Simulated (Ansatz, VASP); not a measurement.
**TiO2 in VASP and in Ansatz**

The input INCAR:

```
PREC = Accurate
ENCUT = 520
EDIFF = 1E-6
ISMEAR = 0
SIGMA = 0.01
LREAL = False
LASPH = True
NELM = 100
ALGO = Normal
ISIF = 2
LWAVE = False
LCHARG = True
GGA = PE
LELF = True
LVHAR = True
NBANDS = 19
```

Contents of KPOINTS:

```
regular mesh
0
Gamma
  8 8 8
```

Contents of POSCAR:

```
TiO2
1.0
    0.0000000000      2.4149673358      2.4149673358
    2.4149673358      0.0000000000      2.4149673358
    2.4149673358      2.4149673358      0.0000000000
Ti O
1 2
Direct
    0.0000000000      0.0000000000      0.0000000000
    0.2500000000      0.2500000000      0.2500000000
    0.7500000000      0.7500000000      0.7500000000
```

Input for Ansatz:

```yaml
crystal:
  lattice:
    - [0.0, 2.4149673358, 2.4149673358]
    - [2.4149673358, 0.0, 2.4149673358]
    - [2.4149673358, 2.4149673358, 0.0]
  atoms:
    - { symbol: Ti, position: [0.0, 0.0, 0.0] }
    - { symbol: O, position: [0.25, 0.25, 0.25] }
    - { symbol: O, position: [0.75, 0.75, 0.75] }
kpoints:
  mp_grid: { grid: [8, 8, 8] }
hamiltonian:
  xc: pbe
scf:
  occupations: { method: fixed }
  n_extra_bands: 4
output:
  forces: true
  stress: true
  eigenvalues: true
```

Alike in both runs: task single point; functional PBE; k mesh 8 × 8 × 8; no spin polarisation.

```csv
,VASP,Ansatz
version,VASP 6.6.1,Ansatz 0.2.0
potentials or method,"VASP PAW PBE potentials, release 64 (Ti_sv, O)","plane waves, PAW"
plane-wave cutoff (eV),520,420
occupations,"gaussian, width 0.01 eV",fixed
valence electrons in the cell,24,24
```

Ansatz gave:

```
gap on the k mesh at the Fermi level (eV) : 1.12
pressure (GPa)                            : 0.0
```

What did VASP give for the same quantities?

gap on the k mesh at the Fermi level (eV): 1.11; pressure (GPa): 0.8.

A k mesh can miss the band edges.
